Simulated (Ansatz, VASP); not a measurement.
MgO: VASP beside Ansatz

```xyz
2
Lattice="2.8289 0.0000 0.0000 0.0000 2.8289 0.0000 0.0000 0.0000 5.0729" Properties=species:S:1:pos:R:3 pbc="T T T"
Mg    0.0000    0.0000    0.0000
O     1.4144    1.4144    0.0000
```

Alike in both runs: functional PBE; k mesh 10 × 10 × 6; occupations gaussian, width 0.02 eV; no spin polarisation.

Ansatz relaxed the structure, and its values are those at the end. VASP's run is a single point on that final structure, the one shown.

```csv
,VASP,Ansatz
version,VASP 6.6.1,Ansatz 0.2.0
potentials or method,"VASP PAW PBE potentials, release 64 (Mg, O)","scalar-relativistic, plane waves, PAW"
plane-wave cutoff (eV),520,420
valence electrons in the cell,8,16
```

```csv
,VASP,Ansatz,Ansatz less VASP
gap on the k mesh at the Fermi level (eV),2.26,2.28,+0.013
least direct gap on the mesh (eV),2.51,2.51,+0.008
pressure (GPa),-0.2,0.0,+0.22
```

With one functional, cell and mesh, what is left measures potentials, basis and numerics. The two sets of potentials don't hold the same shells in valence.

A k mesh can miss the band edges.
